Stretch a crystal and its atoms overlap less, so its band gap ought to drift steadily one way, either up or down. Tin telluride in the rock-salt structure does something else. As the cell is stretched beyond its size at zero pressure, the gap read from a computed band path shrinks almost to nothing and then opens again, although the atoms keep their arrangement and every bond lengthens in the same proportion.

GPAW 26.7.0 calculations for rock-salt SnTe in uniformly scaled two-atom cells, with the PBEsol functional, PAW data sets, a 600 eV plane-wave cutoff and no spin polarisation or spin-orbit coupling. The total-energy runs use a 7 × 7 × 7 k-point mesh and Fermi-Dirac smearing of 0.05 eV; both gaps are read from bands along a path of special points.

```csv
volume (Å³/atom),shortest distance (Å),gap on path (eV),direct gap on path (eV)
27.676,3.025,0.053,0.269
29.442,3.088,0.136,0.338
30.352,3.119,0.137,0.242
31.281,3.151,0.150,0.150
32.229,3.182,0.064,0.064
33.196,3.214,0.018,0.018
35.187,3.277,0.167,0.167
```

Two gaps are listed. The direct gap is the smallest distance between filled and empty bands at one and the same point of the path through the Brillouin zone, the space of electron wave vectors. The gap on path may take the top of the filled bands from one point and the bottom of the empty bands from another, so it can only be equal or smaller. The direct gap carries the main story: it falls from the second cell to the sixth, where it is 0.018 eV, and has risen to 0.167 eV in the last.

The turn needs no change in the way the crystal responds to stretching. A printed gap is the distance between two levels and doesn't tell which of them lies on top. If one level moves steadily past the other, their distance shrinks to zero and then grows, while the motion itself never reverses.

A particle in a rectangular box shows the same thing. Take one state with two half-waves along the length and one along the width, and another with these numbers exchanged. As the length grows, the first state sinks faster than the second, meets it when the box is square, and goes on below it. The likeness ends there: in the box symmetry fixes the meeting at the square, whereas in tin telluride it falls at a volume that only a calculation or a measurement can find.

In compounds of this family the two levels lie at L, the centre of a hexagonal face of the Brillouin zone. One is made mainly of tellurium p orbitals, pushed upwards by the filled tin s orbitals not far below them. The other is made mainly of tin p orbitals, pushed upwards by the tellurium s orbitals, which lie much deeper and therefore push less. The two levels differ in parity, their behaviour when the crystal is inverted through an atom, so they can't mix and are free to pass.

Compression strengthens both pushes, but the one on the tellurium p level more. In a widely spaced crystal that level lies below the tin p level, which is the normal order. Squeeze the crystal enough and it rises past its partner, which gives the inverted order. Expansion undoes this: an inverted gap first closes, and then a normal gap opens. The computed band energies confirm that the direct gap in the table is the gap at L. They don't tell what the bands are made of, so the characters of the two levels, and with them the names of the two orders, rest on established chemistry and on how well they order the numbers.

To turn the picture into a model, give the gap a sign: negative in the inverted order, positive in the normal one. Call this signed gap $G$ and the volume per atom $V$. For a small change of volume each level shifts in proportion to the relative change, and so does their difference, $dG = D\,dV/V$. Adding up the small steps gives

$$G(V) = G(V_1) + D\,\ln\frac{V}{V_1},$$

where $V_1$ is any starting volume and $D$ is called the deformation potential of the gap.

Two cells that both lie before the closing are enough for an estimate. The third and fourth have $G=-0.242$ and $-0.150$ eV, so

$$D=\frac{0.242-0.150}{\ln(31.281/30.352)}\approx 3.05\ \text{eV}.$$

To close the remaining 0.150 eV, $\ln(V/V_1)$ must grow by $0.150/3.05\approx 0.049$, which means about 5% more volume than in the fourth cell, or 32.9 Å³ per atom.

The same two cells also give an estimate of the reopened gap. For the last cell the formula gives $-0.150+3.05\,\ln(35.187/31.281)\approx 0.21$ eV, with the sign now positive. The computed gap is 0.167 eV, so the estimate is about a quarter too large, measured against the computed value. Neither the closing nor the last cell had entered it.

The overshoot has a plain reason: the slope is not quite constant. Between neighbouring cells it sinks steadily from 3.15 eV near the compressed end of the smooth run to 2.56 eV at the expanded end. This is what fading overlap should do, since each further per cent of volume removes less of an interaction that is already weaker. A least-squares curve with a constant, a linear and a quadratic term in $\ln V$, fitted to the six largest cells, follows them to within the last printed digit, though it spends three constants on six values.

This smoothness also indicates on which side of the closing the sixth cell lies. If its gap is counted as already normal, the slopes form the steady series just described. If it is counted as still inverted, the slope drops to 1.6 eV in one step and jumps to 3.2 eV in the next. The first reading is far more natural, and interpolation between the fifth and sixth cells then puts the closing at 33.0 Å³ per atom.

The change is also confined to a small part of the Brillouin zone. At W, a corner of the same hexagonal face, the direct gap is 1.63 eV in both the second and the sixth cell, while the smallest direct gap on the path falls from 0.338 to 0.018 eV. The regular mesh of points used for the total energy leaves out L, and from the third cell to the last its gap stays near 0.7 eV. Whoever took the gap from that mesh would miss the whole event.

The most compressed cell breaks the pattern. Its direct gap is 0.269 eV, smaller than in the next cell, although the fitted curve, continued to this volume, puts the distance between the two levels near 0.55 eV. The band energies place the smaller gap at L itself, so no other point of the path is to blame. A third level, a pair of states with the same energy, has dropped below the upper of the two levels there and become the lowest empty one. The listed gap now ends at this newcomer, while the two original levels have gone on moving apart.

The smallest gap on a path has a further weakness as a guide to the two levels. Their order is inverted at L but normal farther out, so somewhere between the two bands must change places. On the line from L to W a twofold rotation axis keeps them from mixing, and without spin-orbit coupling they should cross exactly. In the five inverted cells the true gap at this level of theory should therefore be zero, and the finite values in the table are expected to arise because the path points step over the crossing. A finer path should then bring the listed gaps of these cells down towards zero, while the distance between the levels at L stays as it is. To follow the two levels, it is therefore safer to pick them out by their symmetry at L itself than to take the smallest gap on a path.

That can also account for the gap on path in the three smallest cells, where it lies below the direct gap. There it joins a band top at one point to a band bottom at another, and its size depends on where the points happen to fall. It is practically the same in the second and third cells, 0.136 and 0.137 eV, while the direct gap drops by about 0.1 eV, so it doesn't follow the gap at L. From the fourth cell on the two columns agree, probably because the levels at L have come close enough to undercut every such pair. The path of the fourth cell has fewer points than the others, however, so the exact volume at which the agreement sets in means little.

In terms of pressure, the calculated crystal is free of stress at 30.9 Å³ per atom, on the inverted side, with a gap of about 0.19 eV at L. Squeezing it widens that gap at first, by some 64 meV per GPa. Closing it takes about 7% more volume, which corresponds to a uniform pull of 2.7 GPa. These figures describe the calculation more than the material: spin-orbit coupling, absent here, is at least as large as the gaps themselves in such heavy elements, and the functional can misplace the band edges as well. Spin-orbit coupling is also expected to open a gap where the bands cross near L, so real tin telluride needn't be gapless in the inverted order.

What carries over to a related crystal is the sign rule. First ask which level lies on top at zero pressure. If the order is inverted, as here, compression drives the two levels at L further apart, and expansion closes the gap between them before opening it again. The gap at L widens under compression only until another empty level drops below the upper of the two; in the most compressed cell here it has already shrunk again. If the order is normal, as in lead telluride, compression is what closes the gap.
